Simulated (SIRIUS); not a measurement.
# Ta (Im-3m) in SIRIUS: a series of runs

Runs on Ta. Level: BLYP. Tasks: equation of state.

All numbers are computed with SIRIUS 7.12.0; they aren't measurements. Logs are shortened: lines on timing, memory, paths and dates and some standing lists are left out, and cuts for length are marked. The log counts tension as positive stress, the text compression.

**What was measured.**

“Pressure effects on the electronic structure and superconductivity of (TaNb)0.67(HfZrTi)0.33 high entropy alloy”, 2019, arxiv:1910.08312 quotes, for a bulk crystal of Ta: bulk modulus 194 GPa.

How close the calculation comes is told below.

## Step 1: The structure

The structure is cubic, space group Im-3m (No. 229). The conventional cell has a = 3.303 Å, b = 3.303 Å, c = 3.303 Å, α = 90.00°, β = 90.00°, γ = 90.00°. Ta (site symmetry m-3m) is surrounded by 8 Ta at 2.86 Å.

## Step 2: Equation of state, BLYP, 16.93 Å³/atom (volume scaled by 0.94)

sirius.json reads:

```json
{
  "control": {
    "processing_unit": "cpu",
    "std_evp_solver_name": "lapack",
    "gen_evp_solver_name": "lapack",
    "verbosity": 2,
    "print_forces": false,
    "ortho_rf": true,
    "use_second_variation": true,
    "rmt_max": 3.0,
    "num_bands_to_print": 22,
    "save_wf": true
  },
  "parameters": {
    "electronic_structure_method": "full_potential_lapwlo",
    "xc_functionals": ["XC_GGA_X_B88", "XC_GGA_C_LYP"],
    "core_relativity": "dirac",
    "valence_relativity": "iora",
    "num_fv_states": 22,
    "smearing": "fermi_dirac",
    "smearing_width": 0.0018374661,
    "pw_cutoff": 20,
    "gk_cutoff": 3.54,
    "lmax_apw": 11,
    "lmax_rho": 8,
    "lmax_pot": 8,
    "num_mag_dims": 0,
    "auto_rmt": 0,
    "ngridk": [11, 11, 11],
    "shiftk": [0, 0, 0],
    "num_dft_iter": 80,
    "energy_tol": 1e-07,
    "density_tol": 1e-05,
    "use_symmetry": true
  },
  "settings": {"tol_ne": 1e-10},
  "iterative_solver": {"type": "exact"},
  "mixer": {"type": "anderson", "beta": 0.5, "max_history": 8},
  "unit_cell": {
    "lattice_vectors": [
      [-3.0567660819, 3.0567660819, 3.0567660819],
      [3.0567660819, -3.0567660819, 3.0567660819],
      [3.0567660819, 3.0567660819, -3.0567660819]
    ],
    "atom_types": ["Ta"],
    "atom_files": {"Ta": "Ta.json"},
    "atoms": {"Ta": [[0.0, 0.0, 0.0]]}
  }
}
```

Ta.json reads:

```json
{
  "name": "tantalum",
  "symbol": "Ta",
  "number": 73,
  "mass": 180.94788,
  "rmin": 1e-06,
  "rmt": 2.6,
  "nrmt": 800,
  "rinf": 15.8,
  "core": "1s2s2p3s3p3d4s4p4d",
  "valence": [
    {"basis": [{"enu": 0.23, "dme": 0, "n": 0, "auto": 0}, {"enu": 0.23, "dme": 1, "n": 0, "auto": 0}]},
    {"l": 0, "n": 1, "basis": [{"enu": 0.33, "dme": 0, "n": 0, "auto": 0}]},
    {"l": 1, "n": 2, "basis": [{"enu": 0.33, "dme": 0, "n": 0, "auto": 0}]},
    {"l": 2, "n": 3, "basis": [{"enu": 0.33, "dme": 0, "n": 0, "auto": 0}]},
    {"l": 3, "n": 4, "basis": [{"enu": 0.33, "dme": 0, "n": 0, "auto": 0}]},
    {"l": 4, "n": 5, "basis": [{"enu": 0.33, "dme": 0, "n": 0, "auto": 0}]}
  ],
  "lo": [
    {"l": 0, "basis": [{"enu": 0.33, "dme": 0, "n": 0, "auto": 0}, {"enu": 0.33, "dme": 1, "n": 0, "auto": 0}]},
    {
      "l": 0,
      "basis": [{"enu": -2.2072, "dme": 0, "n": 5, "auto": 1}, {"enu": -2.2072, "dme": 1, "n": 5, "auto": 1}]
    },
    {
      "l": 0,
      "basis": [{"enu": -2.2072, "dme": 1, "n": 5, "auto": 1}, {"enu": 0.33, "dme": 0, "n": 0, "auto": 0}]
    },
    {"l": 0, "basis": [{"enu": 0.33, "dme": 0, "n": 0, "auto": 0}, {"enu": 2.6969, "dme": 0, "n": 0, "auto": 0}]},
    {"l": 1, "basis": [{"enu": 0.33, "dme": 0, "n": 0, "auto": 0}, {"enu": 0.33, "dme": 1, "n": 0, "auto": 0}]},
    {
      "l": 1,
      "basis": [{"enu": -0.9803, "dme": 0, "n": 5, "auto": 1}, {"enu": -0.9803, "dme": 1, "n": 5, "auto": 1}]
    },
    {
      "l": 1,
      "basis": [{"enu": -0.9803, "dme": 1, "n": 5, "auto": 1}, {"enu": 0.33, "dme": 0, "n": 0, "auto": 0}]
    },
    {"l": 1, "basis": [{"enu": 0.33, "dme": 0, "n": 0, "auto": 0}, {"enu": 3.0519, "dme": 0, "n": 0, "auto": 0}]},
    {"l": 2, "basis": [{"enu": 0.33, "dme": 0, "n": 0, "auto": 0}, {"enu": 0.33, "dme": 1, "n": 0, "auto": 0}]},
    {"l": 2, "basis": [{"enu": 0.33, "dme": 1, "n": 0, "auto": 0}, {"enu": 0.33, "dme": 2, "n": 0, "auto": 0}]},
    {"l": 2, "basis": [{"enu": 0.33, "dme": 0, "n": 0, "auto": 0}, {"enu": 2.6377, "dme": 0, "n": 0, "auto": 0}]},
    {"l": 3, "basis": [{"enu": 0.33, "dme": 0, "n": 0, "auto": 0}, {"enu": 0.33, "dme": 1, "n": 0, "auto": 0}]},
    {
      "l": 3,
      "basis": [{"enu": -0.4547, "dme": 0, "n": 4, "auto": 1}, {"enu": -0.4547, "dme": 1, "n": 4, "auto": 1}]
    },
    {
      "l": 3,
      "basis": [{"enu": -0.4547, "dme": 1, "n": 4, "auto": 1}, {"enu": 0.33, "dme": 0, "n": 0, "auto": 0}]
    },
    {"l": 3, "basis": [{"enu": 0.33, "dme": 0, "n": 0, "auto": 0}, {"enu": 3.762, "dme": 0, "n": 0, "auto": 0}]},
    {"l": 4, "basis": [{"enu": 0.33, "dme": 0, "n": 0, "auto": 0}, {"enu": 0.33, "dme": 1, "n": 0, "auto": 0}]},
    {"l": 4, "basis": [{"enu": 0.33, "dme": 0, "n": 0, "auto": 0}, {"enu": 3.1702, "dme": 0, "n": 0, "auto": 0}]}
  ],
  "free_atom": [... radial grid and density of the free atom, the start of the SCF ...]
}
```

sirius_start.json reads:

```json
{
  "control": {
    "processing_unit": "cpu",
    "std_evp_solver_name": "lapack",
    "gen_evp_solver_name": "lapack",
    "verbosity": 1,
    "print_forces": false,
    "ortho_rf": true,
    "use_second_variation": true,
    "rmt_max": 3.0,
    "num_bands_to_print": 22,
    "save_wf": false
  },
  "parameters": {
    "electronic_structure_method": "full_potential_lapwlo",
    "xc_functionals": ["XC_LDA_X", "XC_LDA_C_PW"],
    "core_relativity": "dirac",
    "valence_relativity": "iora",
    "num_fv_states": 22,
    "smearing": "fermi_dirac",
    "smearing_width": 0.0055123983,
    "pw_cutoff": 20,
    "gk_cutoff": 2.83,
    "lmax_apw": 11,
    "lmax_rho": 8,
    "lmax_pot": 8,
    "num_mag_dims": 0,
    "auto_rmt": 0,
    "ngridk": [4, 4, 4],
    "shiftk": [0, 0, 0],
    "num_dft_iter": 30,
    "energy_tol": 0.01,
    "density_tol": 0.05,
    "use_symmetry": true
  },
  "settings": {"tol_ne": 1e-10},
  "iterative_solver": {"type": "exact"},
  "mixer": {"type": "anderson", "beta": 0.5, "max_history": 8},
  "unit_cell": {
    "lattice_vectors": [
      [-3.0567660819, 3.0567660819, 3.0567660819],
      [3.0567660819, -3.0567660819, 3.0567660819],
      [3.0567660819, 3.0567660819, -3.0567660819]
    ],
    "atom_types": ["Ta"],
    "atom_files": {"Ta": "Ta.json"},
    "atoms": {"Ta": [[0.0, 0.0, 0.0]]}
  }
}
```

Potentials or basis: all-electron FP-LAPW, apw+lo standard.

The run is started by

```bash
OMP_NUM_THREADS=1 sirius.scf --input=sirius_start.json --output=start.json
OMP_NUM_THREADS=1 sirius.scf --input=sirius.json --output=output.json --task=1
```

The log of the run:

```text
[info] SIRIUS version : 7.12.0
[info] number of MPI ranks           : 1
[info] MPI grid                      : 1 1
[info] maximum number of OMP threads : 1
[fft] FFT context for density and potential
[fft] =====================================
[fft]   plane wave cutoff                     : 20
[fft]   grid size                             : 36 36 36   total : 46656
[fft]   grid limits                           : -17 18   -17 18   -17 18
[fft]   number of G-vectors within the cutoff : 15587
[fft]   number of G-shells                    : 423
[fft] FFT context for coarse grid
[fft] =====================================
[fft]   plane wave cutoff                     : 7.08
[fft]   grid size                             : 15 15 15   total : 3375
[fft]   grid limits                           : -7 7   -7 7   -7 7
[fft]   number of G-vectors within the cutoff : 675
[fft]   number of G-shells                    : 28
[unit cell] lattice vectors
[unit cell]   a1 :      -3.0567660819      3.0567660819      3.0567660819
[unit cell]   a2 :       3.0567660819     -3.0567660819      3.0567660819
[unit cell]   a3 :       3.0567660819      3.0567660819     -3.0567660819
[unit cell] reciprocal lattice vectors
[unit cell]   b1 :      -0.0000000000      1.0277504295      1.0277504295
[unit cell]   b2 :       1.0277504295     -0.0000000000      1.0277504295
[unit cell]   b3 :       1.0277504295      1.0277504295     -0.0000000000
[unit cell] unit cell volume :       114.24747450 [a.u.^3]
[unit cell] 1/sqrt(omega)    :         0.09355709
[unit cell] MT volume        :        73.62217664 (64.44%)
[unit cell] IT volume        :        40.62529787 (35.56%)
[unit cell] number of atom types : 1
[unit cell] type id : 0 symbol : Ta mt_radius :   2.600000 num_atoms : 1
[unit cell] total number of atoms : 1
[unit cell] number of symmetry classes : 1
[unit cell] atom id  type id  class id             position                      vector_field
[unit cell] ------------------------------------------------------------------------------------------
[unit cell]      0        0        0      0.00000   0.00000   0.00000      0.00000   0.00000   0.00000
[unit cell] atom id         position (Cartesian, a.u.)
[unit cell] ---------------------------------------------
[unit cell]      0       0.000000    0.000000    0.000000
[unit cell] class id : 0 atom id : 0
[... 314 lines left out ...]
[generate_radial_functions] {l: 3, n: 4, enu: -0.22774, dme: 1, auto: 1}
[generate_radial_functions] {l: 3, n: 4, enu: -0.22774, dme: 1, auto: 1}
[diagonalize] Lowest band energies
[diagonalize] ik:    0   -2.008377   -0.752659   -0.752659   -0.752659   -0.229645   -0.229645   -0.229645   -0.227116   -0.227116   -0.227116   -0.225102    0.162694    0.478945    0.478945    0.478945    0.607931    0.607931    1.008638    1.008638    1.008638    1.453688    1.453688
[diagonalize] ik:    1   -2.007939   -0.757226   -0.754053   -0.752689   -0.229571   -0.229482   -0.229467   -0.227284   -0.227178   -0.227166   -0.225336    0.177158    0.469842    0.476138    0.493300    0.594138    0.608018    1.021212    1.033040    1.045819    1.353541    1.397231
[diagonalize] ik:    2   -2.006760   -0.769090   -0.757741   -0.752773   -0.229403   -0.229042   -0.228991   -0.227688   -0.227423   -0.227267   -0.225804    0.215734    0.447832    0.462887    0.535128    0.580291    0.610182    1.040583    1.100622    1.112546    1.264171    1.313206
[diagonalize] ik:    3   -2.005206   -0.783893   -0.762482   -0.752887   -0.229268   -0.228612   -0.228457   -0.227942   -0.227922   -0.227309   -0.226145    0.261317    0.422931    0.450939    0.588485    0.600260    0.617617    1.012008    1.081770    1.200069    1.273583    1.343077
[diagonalize] ik:    4   -2.003769   -0.796858   -0.766755   -0.752997   -0.229250   -0.228911   -0.228546   -0.227913   -0.227420   -0.227254   -0.226279    0.285272    0.402847    0.475390    0.603994    0.630352    0.679532    0.951656    0.992707    1.214361    1.319699    1.357209
[diagonalize] ...
[diagonalize] ik:   51   -2.000015   -0.793134   -0.786634   -0.775975   -0.229544   -0.228790   -0.228636   -0.228264   -0.227103   -0.226925   -0.226623    0.339073    0.349699    0.509365    0.608741    0.693799    0.835810    0.859346    0.937496    1.222385    1.269287    1.313480
[diagonalize] ik:   52   -2.000171   -0.788592   -0.782695   -0.782695   -0.229379   -0.228861   -0.228388   -0.228388   -0.227163   -0.226878   -0.226878    0.338221    0.344678    0.582176    0.582176    0.660860    0.679884    1.005854    1.005854    1.125146    1.314970    1.348577
[diagonalize] ik:   53   -1.999503   -0.791417   -0.785509   -0.783380   -0.229732   -0.228771   -0.228559   -0.228463   -0.226905   -0.226681   -0.226636    0.323593    0.330851    0.601121    0.602587    0.712992    0.759006    0.895747    0.926104    1.169910    1.304438    1.325435
[diagonalize] ik:   54   -1.999182   -0.789678   -0.789678   -0.783863   -0.229901   -0.228655   -0.228655   -0.228550   -0.226693   -0.226693   -0.226515    0.318604    0.318604    0.600977    0.686031    0.686031    0.843619    0.843619    0.849000    1.154088    1.323540    1.323540
[diagonalize] ik:   55   -1.998871   -0.789189   -0.788376   -0.788376   -0.230057   -0.228691   -0.228619   -0.228619   -0.226563   -0.226523   -0.226523    0.307876    0.310014    0.682887    0.682887    0.712541    0.776531    0.844846    0.844846    1.100257    1.339690    1.348575
[generate_core_charge_density] atom class : 0
[generate_core_charge_density]   n,l,k : 1 0 1  energy :       -2472.13788557
[generate_core_charge_density]   n,l,k : 2 0 1  energy :        -423.91348199
[generate_core_charge_density]   n,l,k : 2 1 1  energy :        -405.08566168
[generate_core_charge_density]   n,l,k : 2 1 2  energy :        -358.38371356
[generate_core_charge_density]   n,l,k : 3 0 1  energy :         -96.58002062
[generate_core_charge_density]   n,l,k : 3 1 1  energy :         -88.21891856
[generate_core_charge_density]   n,l,k : 3 1 2  energy :         -78.16484171
[generate_core_charge_density]   n,l,k : 3 2 2  energy :         -64.05806870
[generate_core_charge_density]   n,l,k : 3 2 3  energy :         -61.86810203
[generate_core_charge_density]   n,l,k : 4 0 1  energy :         -19.14496346
[generate_core_charge_density]   n,l,k : 4 1 1  energy :         -15.69962740
[generate_core_charge_density]   n,l,k : 4 1 2  energy :         -13.38287455
[generate_core_charge_density]   n,l,k : 4 2 2  energy :          -7.72499410
[generate_core_charge_density]   n,l,k : 4 2 3  energy :          -7.29946420
[find] Total energy                   :  -15627.00220857 (Ha),  -31254.00441714 (Ry)
[find] iteration : 1, RMS (target) : 2.7205e-01 (1.0000e-05) , energy difference (target) : 7.1199e-05 (1.0000e-07)
[find] Total energy                   :  -15627.00222327 (Ha),  -31254.00444654 (Ry)
[... 19 lines left out ...]
[find] valence_eval_sum               :      -9.59574895
[find] core_eval_sum                  :   -9542.61206312
[find] kinetic energy                 :   17544.03277712
[find] enuc                           :  -19512.24071901
[find] <rho|V^{XC}>                   :    -415.79052863
[find] <rho|E^{XC}>                   :    -318.56925960
[find] <mag|B^{XC}>                   :       0.00000000
[find] <rho|V^{H}>                    :  -26680.45006055
[find] smearing (-TS)                 :      -0.00030787
[find] SCF correction                 :       0.00001901
[find] Total energy                   :  -15627.00221276 (Ha),  -31254.00442552 (Ry)
[find] Free energy (E-TS)             :  -15627.00252063 (Ha),  -31254.00504126 (Ry)
[find] band gap (eV)                  :       0.00000000
[find] Efermi                         :       0.47082657
[find] iteration : 7, RMS (target) : 5.4711e-07 (1.0000e-05) , energy difference (target) : -5.2005e-09 (1.0000e-07)
[find] converged after 8 SCF iterations!
[find] Charges and magnetic moments
[find] --------------------------------------------------------------------------------
[find] atom      charge    core leakage
[find] --------------------------------------------------------------------------------
[find]    0   71.412470    8.376294e-07
[find] total core leakage    : 8.37629422e-07
[find] interstitial charge   : 1.587526
[find] total charge          : 72.999996
[find] Energy
[find] --------------------------------------------------------------------------------
[find] valence_eval_sum               :      -9.59574895
[find] core_eval_sum                  :   -9542.61206312
[find] kinetic energy                 :   17544.03277712
[find] enuc                           :  -19512.24071901
[find] <rho|V^{XC}>                   :    -415.79052863
[find] <rho|E^{XC}>                   :    -318.56925960
[find] <mag|B^{XC}>                   :       0.00000000
[find] <rho|V^{H}>                    :  -26680.45006055
[find] smearing (-TS)                 :      -0.00030787
[find] SCF correction                 :       0.00001901
[find] Total energy                   :  -15627.00221276 (Ha),  -31254.00442552 (Ry)
[find] Free energy (E-TS)             :  -15627.00252063 (Ha),  -31254.00504126 (Ry)
[find] band gap (eV)                  :       0.00000000
[find] Efermi                         :       0.47082657
```

Wall time 44 s (1 thread of Arm Neoverse V1, shared host); peak memory 0.33 GiB.

What came out:

* Free energy: -425232.4015 eV
* Band gap on the k mesh: none (metal or under the smearing width)
* All electrons inside the program's atomic spheres: Ta 71.41 (radii Ta 2.6 bohr)

## Step 3: Equation of state, BLYP, 17.29 Å³/atom (volume scaled by 0.96)

sirius.json, as its differences from that of step 2:

```diff
@@ -40,5 +40,5 @@
     "lattice_vectors": [
-      [-3.0567660819, 3.0567660819, 3.0567660819],
-      [3.0567660819, -3.0567660819, 3.0567660819],
-      [3.0567660819, 3.0567660819, -3.0567660819]
+      [-3.0782933128, 3.0782933128, 3.0782933128],
+      [3.0782933128, -3.0782933128, 3.0782933128],
+      [3.0782933128, 3.0782933128, -3.0782933128]
     ],
```

Ta.json reads:

```json
{
  "name": "tantalum",
  "symbol": "Ta",
  "number": 73,
  "mass": 180.94788,
  "rmin": 1e-06,
  "rmt": 2.6,
  "nrmt": 800,
  "rinf": 15.8,
  "core": "1s2s2p3s3p3d4s4p4d",
  "valence": [
    {"basis": [{"enu": 0.22, "dme": 0, "n": 0, "auto": 0}, {"enu": 0.22, "dme": 1, "n": 0, "auto": 0}]},
    {"l": 0, "n": 1, "basis": [{"enu": 0.32, "dme": 0, "n": 0, "auto": 0}]},
    {"l": 1, "n": 2, "basis": [{"enu": 0.32, "dme": 0, "n": 0, "auto": 0}]},
    {"l": 2, "n": 3, "basis": [{"enu": 0.32, "dme": 0, "n": 0, "auto": 0}]},
    {"l": 3, "n": 4, "basis": [{"enu": 0.32, "dme": 0, "n": 0, "auto": 0}]},
    {"l": 4, "n": 5, "basis": [{"enu": 0.32, "dme": 0, "n": 0, "auto": 0}]}
  ],
  "lo": [
    {"l": 0, "basis": [{"enu": 0.32, "dme": 0, "n": 0, "auto": 0}, {"enu": 0.32, "dme": 1, "n": 0, "auto": 0}]},
    {
      "l": 0,
      "basis": [{"enu": -2.2172, "dme": 0, "n": 5, "auto": 1}, {"enu": -2.2172, "dme": 1, "n": 5, "auto": 1}]
    },
    {
      "l": 0,
      "basis": [{"enu": -2.2172, "dme": 1, "n": 5, "auto": 1}, {"enu": 0.32, "dme": 0, "n": 0, "auto": 0}]
    },
    {"l": 0, "basis": [{"enu": 0.32, "dme": 0, "n": 0, "auto": 0}, {"enu": 2.6869, "dme": 0, "n": 0, "auto": 0}]},
    {"l": 1, "basis": [{"enu": 0.32, "dme": 0, "n": 0, "auto": 0}, {"enu": 0.32, "dme": 1, "n": 0, "auto": 0}]},
    {
      "l": 1,
      "basis": [{"enu": -0.9903, "dme": 0, "n": 5, "auto": 1}, {"enu": -0.9903, "dme": 1, "n": 5, "auto": 1}]
    },
    {
      "l": 1,
      "basis": [{"enu": -0.9903, "dme": 1, "n": 5, "auto": 1}, {"enu": 0.32, "dme": 0, "n": 0, "auto": 0}]
    },
    {"l": 1, "basis": [{"enu": 0.32, "dme": 0, "n": 0, "auto": 0}, {"enu": 3.0419, "dme": 0, "n": 0, "auto": 0}]},
    {"l": 2, "basis": [{"enu": 0.32, "dme": 0, "n": 0, "auto": 0}, {"enu": 0.32, "dme": 1, "n": 0, "auto": 0}]},
    {"l": 2, "basis": [{"enu": 0.32, "dme": 1, "n": 0, "auto": 0}, {"enu": 0.32, "dme": 2, "n": 0, "auto": 0}]},
    {"l": 2, "basis": [{"enu": 0.32, "dme": 0, "n": 0, "auto": 0}, {"enu": 2.6277, "dme": 0, "n": 0, "auto": 0}]},
    {"l": 3, "basis": [{"enu": 0.32, "dme": 0, "n": 0, "auto": 0}, {"enu": 0.32, "dme": 1, "n": 0, "auto": 0}]},
    {
      "l": 3,
      "basis": [{"enu": -0.4647, "dme": 0, "n": 4, "auto": 1}, {"enu": -0.4647, "dme": 1, "n": 4, "auto": 1}]
    },
    {
      "l": 3,
      "basis": [{"enu": -0.4647, "dme": 1, "n": 4, "auto": 1}, {"enu": 0.32, "dme": 0, "n": 0, "auto": 0}]
    },
    {"l": 3, "basis": [{"enu": 0.32, "dme": 0, "n": 0, "auto": 0}, {"enu": 3.752, "dme": 0, "n": 0, "auto": 0}]},
    {"l": 4, "basis": [{"enu": 0.32, "dme": 0, "n": 0, "auto": 0}, {"enu": 0.32, "dme": 1, "n": 0, "auto": 0}]},
    {"l": 4, "basis": [{"enu": 0.32, "dme": 0, "n": 0, "auto": 0}, {"enu": 3.1602, "dme": 0, "n": 0, "auto": 0}]}
  ],
  "free_atom": [... radial grid and density of the free atom, the start of the SCF ...]
}
```

sirius_start.json, as its differences from that of step 2:

```diff
@@ -40,5 +40,5 @@
     "lattice_vectors": [
-      [-3.0567660819, 3.0567660819, 3.0567660819],
-      [3.0567660819, -3.0567660819, 3.0567660819],
-      [3.0567660819, 3.0567660819, -3.0567660819]
+      [-3.0782933128, 3.0782933128, 3.0782933128],
+      [3.0782933128, -3.0782933128, 3.0782933128],
+      [3.0782933128, 3.0782933128, -3.0782933128]
     ],
```

Potentials or basis: all-electron FP-LAPW, apw+lo standard.

The run is started by

```bash
OMP_NUM_THREADS=1 sirius.scf --input=sirius_start.json --output=start.json
OMP_NUM_THREADS=1 sirius.scf --input=sirius.json --output=output.json --task=1
```

It took 44 s on 1 thread of Arm Neoverse V1, shared host; peak memory 0.34 GiB.

The run converged. Its results:

```
Free energy                                       : -425232.4489 eV
Band gap on the k mesh                            : none (metal or under the smearing width)
All electrons inside the program's atomic spheres : Ta 71.36 (radii Ta 2.6 bohr)
```

(Part 1 of 3 ends here.)
